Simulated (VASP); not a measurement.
# ZnGe2N2: relaxation of cell and atoms with PBE

ZnGe2N2:

```
Zn Ge N
1.0
     3.20000    0.00000    0.00000
    -1.60000    2.77128    0.00000
     0.00000    0.00000    8.00000
Zn Ge N
1 2 2
Direct
  0.00000 0.00000 0.00000
  0.33333 0.66667 0.34500
  0.66667 0.33333 0.65500
  0.00000 0.00000 0.76600
  0.00000 0.00000 0.23400
```

The cell was built by a generator and needn't be a form met in nature.

```json
{
  "Program": "VASP 6.6.1",
  "Task": "relaxation of cell and atoms",
  "Functional": "PBE",
  "Potentials or basis": "VASP PAW PBE potentials, release 64 (Zn, Ge_d, N)",
  "Cutoff": "520 eV",
  "k mesh": "5 × 5 × 2",
  "Occupations": "gaussian, width 0.15 eV",
  "Spin": "no spin polarisation",
  "Further INCAR settings": "PREC = Normal; ALGO = Fast; EDIFF = 0.0001; IBRION = 2; EDIFFG = -0.08; NSW = 24; ISIF = 3"
}
```

```
Relaxed volume                         : 13.72 Å³/atom
Relaxed cell                           : a = 3.080 Å, b = 3.080 Å, c = 8.350 Å, α = 90.00°, β = 90.00°, γ = 120.00°
Space group after relaxing (to 0.05 Å) : P-3m1 (No. 164)
Energy gained by relaxing              : 26.4 meV/atom
Ionic steps                            : 16
Pressure after relaxing                : -0.1 GPa
Largest force after relaxing           : 0.043 eV/Å
Band gap on the k mesh                 : none (metal or under the smearing width)
```

Forces on the atoms (eV/Å):
```
Zn   0.000  0.000  0.000
Ge   0.000  0.000 -0.043
Ge   0.000  0.000  0.043
N    0.000  0.000  0.019
N    0.000  0.000 -0.019
```

Stress tensor (GPa, compression positive):
```
-0.40  0.00  0.00
 0.00 -0.40  0.00
 0.00  0.00  0.38
```

Step by step:
```
step  energy change (eV)  largest force (eV/Å)  pressure (GPa)  volume (Å³)
   1              0.0000                0.4931            0.74        70.94
   2             -0.0334                0.2272           -1.48        71.61
   3             -0.0334                0.2262           -1.54        71.60
   4             -0.0509                0.2410           -2.31        70.40
   5             -0.0668                0.2391            1.67        66.89
   6             -0.0747                0.2019            2.78        66.68
   7             -0.0808                0.1977            3.04        66.42
   8             -0.0963                0.2191           -0.26        67.21
   9             -0.0974                0.2241            0.75        67.29
  10             -0.0992                0.2210            0.35        67.45
  11             -0.1017                0.2946           -0.65        67.78
  12             -0.1106                0.2071            0.19        67.95
  13             -0.1264                0.1273            0.18        68.44
  14             -0.1285                0.1923           -1.00        68.75
  15             -0.1289                0.1811           -0.07        68.66
  16             -0.1319                0.0427           -0.14        68.61
```

Final structure:
```
Zn Ge N
1.0
     3.08016    0.00000    0.00000
    -1.54008    2.66749    0.00000
     0.00000    0.00000    8.35011
Zn Ge N
1 2 2
Cartesian
  0.0000 0.0000 8.3501
  0.0000 1.7783 2.9846
  1.5401 0.8892 5.3655
  0.0000 0.0000 6.1963
  0.0000 0.0000 2.1538
```

Levels at points of the mesh, in eV from the Fermi level:
| k point | band 23 | band 24 | band 25 | band 26 | band 27 | band 28 |
| --- | --- | --- | --- | --- | --- | --- |
| (0.00, 0.00, 0.00) | -2.80 | -2.80 | -0.07 | 0.48 | 2.39 | 5.77 |
| (0.00, 0.00, 0.50) | -2.83 | -2.83 | -2.54 | 1.53 | 2.22 | 5.86 |

Run time: 80 s on 1 thread of Intel(R) Xeon(R) Platinum 8488C (Sapphire Rapids) (shared host), peak memory 0.15 GiB.

Caveat: the k mesh is coarse (spacing up to 0.45 Å⁻¹), so the values aren't converged; the relaxation stopped at a loose force limit of 0.08 eV/Å, so its end isn't a converged minimum.
